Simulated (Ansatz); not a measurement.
Below is a relaxed structure of Si3C2. The cell was found from a structure generator's guess, not taken from experiment.

Theory: Ansatz 0.2.0, DFT PBE, scalar-relativistic, plane waves, PAW. Cutoff 420 eV, Γ-centred mesh, Gaussian smearing, no spin polarisation.

```
Si C
1.0
     1.47649    0.85245    6.58738
    -1.47649    0.85245    6.58738
     0.00000   -1.70490    6.58738
Si C
3 2
Direct
  0.00000 0.00000 0.00000
  0.21573 0.21573 0.21573
  0.78427 0.78427 0.78427
  0.39654 0.39654 0.39654
  0.60346 0.60346 0.60346
```

The zero of energy is the elements' standard structures at the same level; no fitted shifts are applied.

Task: Find its symmetry and describe it.

Result: R-3m (No. 166), the anti-tetradymite type. Conventional cell: a = 2.953 Å, c = 19.762 Å. Around Si on a site of symmetry -3m lie 6 C at 2.11 Å; Si on a site of symmetry 3m is surrounded by 3 C at 2.02 Å; around C lie 6 Si at 2.02–2.11 Å.

Task: What is its formation energy per atom?

Result: +0.56 eV/atom. The separate elements lie lower, so it is unstable against them.

Task: Is it a metal?

Result: Yes, bands cross the Fermi level on the 12×12×12 mesh.

The last run used a 12×12×12 mesh for its 5-atom cell and Gaussian smearing of 0.10 eV. The reference form of C is held partly by dispersion forces, which this level lacks. A structure relaxed within its symmetry needn't be a true minimum. Another cell of Si3C2 relaxed alike, in P-3m1, lies 171 meV/atom lower, so this cell isn't the stable form at this level.
